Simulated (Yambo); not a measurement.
# GaAs (F-43m) in Yambo: a series of runs

One crystal, GaAs, is run at these levels: PBEsol; tasks: optical spectrum.

Program: Yambo 5.3.0. These are calculated values, not measurements. Logs are shortened: lines on timing, memory, paths and dates and some standing lists are left out, and cuts for length are marked.

**Experimental background.**

From “Evidence of valence band perturbations in GaAsN/GaAs(001): A combined variable-angle spectroscopic ellipsometry and modulated photoreflectance investigation”, 2008, arxiv:0805.2212, for a bulk crystal of GaAs at 300 K: band gap 1.412 ± 0.01 eV (direct); band gap 1.418 ± 0.005 eV (direct).

The results are compared with them further down.

## (1) The crystal as given

Symmetry: F-43m, No. 216, cubic system. The conventional cell has a = 5.654 Å, b = 5.654 Å, c = 5.654 Å, α = 90.00°, β = 90.00°, γ = 90.00°. As (site symmetry -43m) is surrounded by 4 Ga at 2.45 Å. Ga (site symmetry -43m) has 4 As at 2.45 Å as nearest neighbours.

## (2) Optical spectrum, PBEsol

File optics0.in:

```
optics
chi
Chimod= "IP"
% BndsRnXd
 1 | 34 |
%
% LongDrXd
 0 | 1 | 0 |
%
% QpntsRXd
 1 | 1 |
%
% EnRngeXd
 0 | 15 | eV
%
% DmRngeXd
 0.3 | 0.3 | eV
%
ETStpsXd= 150
```

File scf.in:

```
&CONTROL
  calculation = 'scf'
  prefix = 'pwscf'
  outdir = './tmp'
  pseudo_dir = './pseudo'
/
&SYSTEM
  ibrav = 0
  nat = 2
  ntyp = 2
  ecutwfc = 84
  nbnd = 21
  occupations = 'smearing'
  smearing = 'fd'
  degauss = 0.00367493
  force_symmorphic = .true.
/
&ELECTRONS
  conv_thr = 4d-10
  electron_maxstep = 120
  mixing_beta = 0.5
/
ATOMIC_SPECIES
As    74.9216 As.upf
Ga    69.7230 Ga.upf
CELL_PARAMETERS angstrom
   0.0000000000    2.8268500000    2.8268500000
   2.8268500000    0.0000000000    2.8268500000
   2.8268500000    2.8268500000    0.0000000000
ATOMIC_POSITIONS angstrom
As     4.2402750000    4.2402750000    4.2402750000
Ga     0.0000000000    0.0000000000    0.0000000000
K_POINTS automatic
10 10 10 0 0 0
```

File nscf.in:

```
&CONTROL
  calculation = 'nscf'
  prefix = 'pwscf'
  outdir = './tmp'
  pseudo_dir = './pseudo'
/
&SYSTEM
  ibrav = 0
  nat = 2
  ntyp = 2
  ecutwfc = 84
  nbnd = 34
  occupations = 'fixed'
  force_symmorphic = .true.
/
&ELECTRONS
  conv_thr = 1d-08
  diago_full_acc = .true.
  diago_thr_init = 1d-06
/
ATOMIC_SPECIES
As    74.9216 As.upf
Ga    69.7230 Ga.upf
CELL_PARAMETERS angstrom
   0.0000000000    2.8268500000    2.8268500000
   2.8268500000    0.0000000000    2.8268500000
   2.8268500000    2.8268500000    0.0000000000
ATOMIC_POSITIONS angstrom
As     4.2402750000    4.2402750000    4.2402750000
Ga     0.0000000000    0.0000000000    0.0000000000
K_POINTS automatic
10 10 10 0 0 0
```

Potentials or basis: PseudoDojo 0.4.1 SR PBEsol standard.

Started as:

```bash
$ OMP_NUM_THREADS=1 pw.x -in scf.in > scf.out
$ OMP_NUM_THREADS=1 pw.x -in nscf.in > nscf.out
$ cd tmp/pwscf.save; p2y; mv SAVE ../..; cd ../..
$ OMP_NUM_THREADS=1 yambo
$ OMP_NUM_THREADS=1 yambo -F optics0.in -J optics0 -C optics0_out
```

Yambo's report:

```text
[... sections 02.01 to 02.04 as in the set-up run ...]

  [02.05] Energies & Occupations
  ==============================

  [X] === General ===
  [X] Electronic Temperature                        :  0.000000  0.000000 [eV K]
  [X] Bosonic    Temperature                        :  0.000000  0.000000 [eV K]
  [X] Finite Temperature mode                       : no
  [X] El. density                                   :  0.61975E+24 [cm-3]
  [X] Fermi Level                                   :  8.664770 [eV]

  [X] === Gaps and Widths ===
  [X] Conduction Band Min                           :  0.442069 [eV]
  [X] Valence Band Max                              :  0.000000 [eV]
  [X] Filled Bands                                  :  14
  [X] Empty Bands                                   :   15   34
  [X] Direct Gap                                    :  0.442069 [eV]
  [X] Direct Gap localized at k                     :  1
  [X] Indirect Gap                                  :  0.442069 [eV]
  [X] Indirect Gap between kpts                     :  1  1
  [X] Last valence band width                       :  3.319646 [eV]
  [X] 1st conduction band width                     :  3.544466 [eV]

 [03] Transferred momenta grid and indexing
 ==========================================

 IBZ Q-points                                      :   47
 BZ  Q-points                                      :  1000

 K/Q-points units:
 rlu = crystal or reduced units; cc = cartesian coordinates; iku = interal k-units

 Q [ 1]         [rlu]:  0.000000  0.000000  0.000000
 Q [ 2]         [rlu]:  0.49426E-19  0.49426E-19  0.10000
 Q [ 3]         [rlu]: -0.19800E-17 -0.19800E-17  0.20000
 Q [ 4]         [rlu]:  0.63849E-17  0.63849E-17  0.30000
 Q [ 5]         [rlu]: -0.10927E-16 -0.10927E-16  0.40000
 Q [ 6]         [rlu]:  0.18317E-17  0.18317E-17 -0.50000
 Q [ 7]         [rlu]:  0.10446E-17  0.10000      0.10000
 Q [ 8]         [rlu]: -0.20294E-17  0.10000      0.20000
 Q [ 9]         [rlu]: -0.19800E-17  0.10000      0.30000
 Q [10]         [rlu]:  0.63849E-17  0.10000      0.40000
 Q [11]         [rlu]: -0.76102E-16  0.10000      0.50000
 Q [12]         [rlu]:  0.18317E-17  0.10000     -0.40000
 Q [13]         [rlu]:  0.10927E-16  0.10000     -0.30000
 Q [14]         [rlu]: -0.63849E-17  0.10000     -0.20000
 Q [15]         [rlu]:  0.19800E-17  0.10000     -0.10000
 Q [16]         [rlu]:  0.20892E-17  0.20000      0.20000
 Q [17]         [rlu]: -0.20294E-17  0.20000      0.30000
 Q [18]         [rlu]: -0.40589E-17  0.20000      0.40000
 Q [19]         [rlu]: -0.60883E-17  0.20000      0.50000
 Q [20]         [rlu]: -0.12770E-16  0.20000     -0.40000
 Q [21]         [rlu]:  0.18317E-17  0.20000     -0.30000
 Q [22]         [rlu]:  0.39600E-17  0.20000     -0.20000
 Q [23]         [rlu]:  0.31339E-17  0.30000      0.30000
 Q [24]         [rlu]:  0.73255E-17  0.30000      0.40000
 Q [25]         [rlu]:  0.98852E-19  0.30000      0.50000
 Q [26]         [rlu]: -0.24249E-17  0.30000     -0.40000
 Q [27]         [rlu]: -0.12770E-16  0.30000     -0.30000
 Q [28]         [rlu]:  0.41785E-17  0.40000      0.40000
 Q [29]         [rlu]:  0.49094E-17  0.40000      0.50000
 Q [30]         [rlu]: -0.40589E-17  0.40000      0.60000
 Q [31]         [rlu]: -0.52231E-17 -0.50000     -0.50000
 Q [32]         [rlu]:  0.100000  0.200000  0.300000
 Q [33]         [rlu]:  0.100000  0.200000  0.400000
 Q [34]         [rlu]:  0.100000  0.200000  0.500000
 Q [35]         [rlu]:  0.100000  0.200000 -0.400000
 Q [36]         [rlu]:  0.100000  0.300000  0.400000
 Q [37]         [rlu]:  0.100000  0.300000  0.500000
 Q [38]         [rlu]:  0.100000  0.300000  0.600000
 Q [39]         [rlu]:  0.100000  0.300000 -0.300000
 Q [40]         [rlu]:  0.100000  0.300000 -0.200000
 Q [41]         [rlu]:  0.100000  0.400000  0.500000
 Q [42]         [rlu]:  0.100000  0.400000  0.600000
 Q [43]         [rlu]:  0.100000  0.400000 -0.300000
 Q [44]         [rlu]:  0.100000 -0.500000 -0.400000
 Q [45]         [rlu]:  0.200000  0.400000  0.600000
 Q [46]         [rlu]:  0.200000  0.400000 -0.300000
 Q [47]         [rlu]:  0.200000 -0.500000 -0.300000

 [04] Dipoles
 ============

  [04.01] Setup: observables and procedures
  =========================================

  [WF-Oscillators/G space/Transverse up loader] Normalization (few states)  min/max  :  0.95410E-17   1.0000

  [WR./optics0//ndb.dipoles]------------------------------------------------------
   Brillouin Zone Q/K grids (IBZ/BZ)                :    47  1000    47  1000
   RL vectors                                       :   5029 [WF]
   Fragmentation                                    : yes
   Electronic Temperature                           :  0.000000 [K]
   Bosonic    Temperature                           :  0.000000 [K]
   DIP band range                                   :    1   34
   DIP band range limits                            :  14  15
   DIP e/h energy range                             : -1.000000 -1.000000 [eV]
   RL vectors in the sum                            :   5029
   [r,Vnl] included                                 : yes
   Bands ordered                                    : yes
   Direct v evaluation                              : no
   Approach used                                    : G-space v
   Dipoles computed                                 : R V P [G-space]
   Wavefunctions                                    : Perdew, Burke & Ernzerhof SOL(X)+Perdew, Burke & Ernzerhof SOL(C)

  [WARNING] [r,Vnl^pseudo] included in position and velocity dipoles.

  [WARNING] In case H contains other non local terms, these are neglected

 [05] Optics
 ===========

 [X-CG] R(p) Tot o/o(of R):   10299  280000     100
```

It took 2 min on 1 thread of Intel Xeon Platinum 8259CL at 2.50GHz (Skylake/Cascade Lake), shared host; peak memory 0.27 GiB.

Results:

* Band gap on the k mesh, mean-field level: 0.44 eV, direct
* Absorption peak: 4.13 eV
* Electronic dielectric constant along the field: 22.80

Dielectric function (along the field direction of the input):
| energy (eV) | real part | imaginary part |
| --- | --- | --- |
| 0.30 | 21.18 | 9.89 |
| 0.81 | 13.37 | 5.96 |
| 1.31 | 16.65 | 5.32 |
| 1.81 | 17.15 | 9.79 |
| 2.32 | 10.91 | 11.49 |
| 2.82 | 11.37 | 11.64 |
| 3.32 | 10.38 | 13.07 |
| 3.83 | 10.53 | 18.56 |
| 4.33 | -3.60 | 17.65 |
| 4.83 | -0.05 | 13.22 |
| 5.34 | -5.44 | 12.13 |
| 5.84 | -5.77 | 8.12 |
| 6.34 | -4.26 | 5.71 |
| 6.85 | -4.02 | 4.81 |
| 7.35 | -3.53 | 3.87 |
| 7.85 | -3.09 | 2.91 |
| 8.36 | -2.54 | 2.68 |
| 8.86 | -2.50 | 2.03 |
| 9.36 | -1.82 | 1.79 |
| 9.87 | -1.86 | 1.58 |
| 10.37 | -1.53 | 1.21 |
| 10.87 | -1.29 | 1.13 |
| 11.38 | -1.15 | 0.83 |
| 11.88 | -0.85 | 0.74 |
| 12.38 | -0.71 | 0.67 |
| 12.89 | -0.58 | 0.59 |
| 13.39 | -0.41 | 0.51 |
| 13.89 | -0.31 | 0.47 |
| 14.40 | -0.22 | 0.43 |
| 15.00 | -0.09 | 0.35 |

Caveat: independent-particle spectra lack excitons.

## (3) Optical spectrum, PBEsol

File optics1.in:

```
optics
chi
Chimod= "HARTREE"
% BndsRnXd
 1 | 34 |
%
NGsBlkXd= 2 Ry
% LongDrXd
 0 | 1 | 0 |
%
% QpntsRXd
 1 | 1 |
%
% EnRngeXd
 0 | 30 | eV
%
% DmRngeXd
 0.05 | 0.05 | eV
%
ETStpsXd= 150
```

scf.in is that of step 2.

nscf.in is that of step 2.

Potentials or basis: PseudoDojo 0.4.1 SR PBEsol standard.

Started as:

```bash
$ OMP_NUM_THREADS=1 pw.x -in scf.in > scf.out
$ OMP_NUM_THREADS=1 pw.x -in nscf.in > nscf.out
$ cd tmp/pwscf.save; p2y; mv SAVE ../..; cd ../..
$ OMP_NUM_THREADS=1 yambo
$ OMP_NUM_THREADS=1 yambo -F optics1.in -J optics1 -C optics1_out
```

Yambo's report:

```text
[... sections 02.01 to 02.04 as in the set-up run ...]

  [02.05] Energies & Occupations
  ==============================

  [X] === General ===
  [X] Electronic Temperature                        :  0.000000  0.000000 [eV K]
  [X] Bosonic    Temperature                        :  0.000000  0.000000 [eV K]
  [X] Finite Temperature mode                       : no
  [X] El. density                                   :  0.61975E+24 [cm-3]
  [X] Fermi Level                                   :  8.664770 [eV]

  [X] === Gaps and Widths ===
  [X] Conduction Band Min                           :  0.442069 [eV]
  [X] Valence Band Max                              :  0.000000 [eV]
  [X] Filled Bands                                  :  14
  [X] Empty Bands                                   :   15   34
  [X] Direct Gap                                    :  0.442069 [eV]
  [X] Direct Gap localized at k                     :  1
  [X] Indirect Gap                                  :  0.442069 [eV]
  [X] Indirect Gap between kpts                     :  1  1
  [X] Last valence band width                       :  3.319646 [eV]
  [X] 1st conduction band width                     :  3.544466 [eV]

 [03] Transferred momenta grid and indexing
 ==========================================

 IBZ Q-points                                      :   47
 BZ  Q-points                                      :  1000

 K/Q-points units:
 rlu = crystal or reduced units; cc = cartesian coordinates; iku = interal k-units

 Q [ 1]         [rlu]:  0.000000  0.000000  0.000000
 Q [ 2]         [rlu]:  0.49426E-19  0.49426E-19  0.10000
 Q [ 3]         [rlu]: -0.19800E-17 -0.19800E-17  0.20000
 Q [ 4]         [rlu]:  0.63849E-17  0.63849E-17  0.30000
 Q [ 5]         [rlu]: -0.10927E-16 -0.10927E-16  0.40000
 Q [ 6]         [rlu]:  0.18317E-17  0.18317E-17 -0.50000
 Q [ 7]         [rlu]:  0.10446E-17  0.10000      0.10000
 Q [ 8]         [rlu]: -0.20294E-17  0.10000      0.20000
 Q [ 9]         [rlu]: -0.19800E-17  0.10000      0.30000
 Q [10]         [rlu]:  0.63849E-17  0.10000      0.40000
 Q [11]         [rlu]: -0.76102E-16  0.10000      0.50000
 Q [12]         [rlu]:  0.18317E-17  0.10000     -0.40000
 Q [13]         [rlu]:  0.10927E-16  0.10000     -0.30000
 Q [14]         [rlu]: -0.63849E-17  0.10000     -0.20000
 Q [15]         [rlu]:  0.19800E-17  0.10000     -0.10000
[... 30 lines left out ...]
 Q [46]         [rlu]:  0.200000  0.400000 -0.300000
 Q [47]         [rlu]:  0.200000 -0.500000 -0.300000

 [04] Dipoles
 ============

  [04.01] Setup: observables and procedures
  =========================================

  [WF-Oscillators/G space/Transverse up loader] Normalization (few states)  min/max  :  0.95410E-17   1.0000

  [WR./optics1//ndb.dipoles]------------------------------------------------------
   Brillouin Zone Q/K grids (IBZ/BZ)                :    47  1000    47  1000
   RL vectors                                       :   5029 [WF]
   Fragmentation                                    : yes
   Electronic Temperature                           :  0.000000 [K]
   Bosonic    Temperature                           :  0.000000 [K]
   DIP band range                                   :    1   34
   DIP band range limits                            :  14  15
   DIP e/h energy range                             : -1.000000 -1.000000 [eV]
   RL vectors in the sum                            :   5029
   [r,Vnl] included                                 : yes
   Bands ordered                                    : yes
   Direct v evaluation                              : no
   Approach used                                    : G-space v
   Dipoles computed                                 : R V P [G-space]
   Wavefunctions                                    : Perdew, Burke & Ernzerhof SOL(X)+Perdew, Burke & Ernzerhof SOL(C)

  [WARNING] [r,Vnl^pseudo] included in position and velocity dipoles.

  [WARNING] In case H contains other non local terms, these are neglected

 [05] Optics
 ===========

 [X-CG] R(p) Tot o/o(of R):   10299  280000     100
```

Run time: 2.1 min. Hardware: 1 thread of Intel Xeon Platinum 8259CL at 2.50GHz (Skylake/Cascade Lake), shared host; peak memory 0.6 GiB.

What came out:

```yaml
Band_gap_on_the_k_mesh_mean-field_level: 0.44 eV, direct
Absorption_peak: 4.23 eV
Electronic_dielectric_constant_along_the_field: 25.61
Electronic_dielectric_constant_along_the_field_independent_particles: 26.58
Peak_of_the_energy-loss_function: 15.1 eV
```

Dielectric function (along the field direction of the input):
```
energy (eV)  real part  imaginary part
       0.40      43.17           32.93
       1.01      13.09            0.89
       1.61      11.17           15.81
       2.42       9.69            5.61
       3.02       9.31            8.09
       3.62      14.00            8.01
       4.43     -12.38            6.05
       5.03       6.79           15.96
       5.64      -3.62            8.88
       6.44      -3.12            3.86
       7.05      -4.54            2.87
       7.65      -3.15            3.16
       8.46      -1.58            2.33
       9.06      -2.10            1.09
       9.66      -1.64            1.97
      10.47      -1.67            1.03
      11.07      -0.96            1.25
      11.68      -0.86            0.58
      12.48      -0.62            0.54
      13.09      -0.46            0.38
      13.69      -0.15            0.52
      14.50      -0.12            0.38
      15.10      -0.03            0.24
      15.70       0.11            0.28
      16.51       0.36            0.31
      17.11       0.31            0.25
      17.72       0.25            0.22
      18.52       0.45            0.26
      19.13       0.53            0.36
      19.93       0.43            0.25
```

Energy-loss function:
```csv
energy (eV),loss
0.0,0.002
1.2,0.004
2.6,0.045
3.8,0.036
5.2,0.037
6.4,0.157
7.9,0.119
9.1,0.194
10.5,0.267
11.7,0.538
13.1,1.072
14.3,2.613
15.7,3.143
16.9,2.191
18.3,1.102
19.5,1.212
20.9,0.831
22.1,0.518
23.6,0.501
24.8,0.326
26.2,0.246
27.4,0.192
28.8,0.231
30.0,0.272
```

Caveat: these spectra lack excitons.

(Continued in part 2 of 2.)
